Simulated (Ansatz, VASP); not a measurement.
## PtSe2: VASP beside Ansatz

File INCAR:

```
ALGO     = Fast           # electronic algorithm
EDIFF    = 1E-6           # SCF threshold, eV
ENCUT    = 520            # plane-wave cutoff, eV
GGA      = CA             # functional
ISIF     = 2              # what is computed and relaxed
ISMEAR   = 0              # smearing method
LASPH    = True           # aspherical terms in the spheres
LCHARG   = True           # write CHGCAR
LELF     = True           # ELF
LREAL    = False          # projectors in reciprocal space
LVHAR    = True         
LWAVE    = False          # write WAVECAR
NBANDS   = 18             # bands
NELM     = 100            # most SCF steps
PREC     = Accurate       # precision mode
SIGMA    = 0.1            # smearing width, eV
```

File KPOINTS:

```
k-points
0
Gamma
  6 6 4
```

Contents of POSCAR:

```
PtSe2
1.0
    3.7240006046      0.0000000000      0.0000000000
   -1.8620003023      3.2250791273      0.0000000000
    0.0000000000      0.0000000000      5.0620000000
Pt Se
1 2
Direct
    0.0000000000      0.0000000000      0.0000000000
    0.3333333333      0.6666666667      0.2500000000
    0.6666666667      0.3333333333      0.7500000000
```

Input for Ansatz:

```yaml
crystal:
  lattice:
    - [3.7240006046, 0.0, 0.0]
    - [-1.8620003023, 3.2250791273, 0.0]
    - [0.0, 0.0, 5.062]
  atoms:
    - { symbol: Pt, position: [0.0, 0.0, 0.0] }
    - { symbol: Se, position: [0.3333333333, 0.6666666667, 0.25] }
    - { symbol: Se, position: [0.6666666667, 0.3333333333, 0.75] }
basis:
  ecutwfc: 420
kpoints:
  mp_grid: { grid: [6, 6, 4] }
hamiltonian:
  xc: lda
scf:
  occupations: { method: gaussian, width: 0.1 }
output:
  forces: true
  stress: true
  eigenvalues: true
```

Alike in both runs: task single point; functional LDA; k mesh 6 × 6 × 4; occupations gaussian, width 0.1 eV; no spin polarisation.

|  | VASP | Ansatz |
| --- | --- | --- |
| version | VASP 6.6.1 | Ansatz 0.2.0 |
| potentials or method | VASP PAW LDA potentials, release 64 (Pt, Se) | scalar-relativistic, plane waves, PAW |
| plane-wave cutoff (eV) | 520 | 420 |
| valence electrons in the cell | 22 | 50 |

```tsv
	VASP	Ansatz	Ansatz less VASP
gap on the k mesh at the Fermi level (eV)	none	none	-
pressure (GPa)	-0.1	-0.5	-0.39
largest component of the traceless stress (GPa)	0.83	0.71	-0.126
rms of the force components (eV/Å)	0.114	0.088	-0.0260
```

Atom by atom the forces differ by 0.026 eV/Å (rms over components). A gap of «none» marks a metal or a gap that the smearing closes. The two sets of potentials don't hold the same shells in valence.

The runs have no spin-orbit coupling, so splittings on Pt are missing.
